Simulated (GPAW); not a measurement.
The system is Ru.

```
Ru
1.0
     2.70580    0.00000    0.00000
    -1.35290    2.34329    0.00000
     0.00000    0.00000    4.28190
Ru
2
Cartesian
  1.3529 0.7811 3.2114
  0.0000 1.5622 1.0705
```

| Item | Value |
| --- | --- |
| Program | GPAW 26.7.0 |
| Task | relaxation of cell and atoms |
| Functional | M06-L |
| Potentials or basis | GPAW PAW data sets (gpaw-data 1.2.1) |
| Cutoff | 600 eV |
| Basis | pw |
| k mesh | 8 × 8 × 5 |
| Occupations | fermi-dirac, width 0.05 eV |
| Spin | no spin polarisation |

At the start: pressure -8.5 GPa; volume 13.57 Å³/atom.

**Question.** How do energy, volume and symmetry change on relaxing?

**Answer.** Over 5 steps the energy falls by 8.8 meV/atom and the volume is 13.20 Å³/atom (-2.7 %); space group P6_3/mmc (No. 194, to 0.05 Å).

The path:
```
step  energy change (eV)  largest force (eV/Å)  pressure (GPa)  volume (Å³)
   1              0.0000                0.0008           -8.45        27.15
   2             -0.0145                0.0004           -3.97        26.74
   3             -0.0175                0.0007            0.23        26.38
   4             -0.0176                0.0004            0.02        26.40
   5             -0.0176                0.0006           -0.05        26.41
```

Final structure:
```
CELL_PARAMETERS angstrom
2.67875 0.00000 0.00000
-1.33938 2.31987 0.00000
0.00000 0.00000 4.24912
ATOMIC_POSITIONS crystal
Ru 0.66667 0.33333 0.75000
Ru 0.33333 0.66667 0.25000
```

Caveat: later steps reuse the first step's grids; the PAW data sets were made with another functional, which shifts forces and pressure a little.
